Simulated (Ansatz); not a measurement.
Q: Name crystals whose computed values (DFT-PBE in the program Ansatz with PAW potentials) fall in these windows: electron conductivity mass (mₑ) 0.75 to 0.91; B₀ by P(V) fit (GPa) 140 to 170; gap (eV) 3.7 to 4.7.

A: 

```tsv
crystal	electron conductivity mass (mₑ)	B₀ by P(V) fit (GPa)	gap (eV)
ZrO2, P4_2/nmc (Zr on 2a, O on 4d)	0.81	153	4.04
```
Others may fit too.

Not the usual ambient phase: ZrO2, P4_2/nmc (Zr on 2a, O on 4d). The cell was relaxed under the symmetry of its start. Rows with no word on spin ran without spin polarisation. Spin–orbit coupling is left out wherever it is not named.

Potentials: the later of the program's two PAW sets.
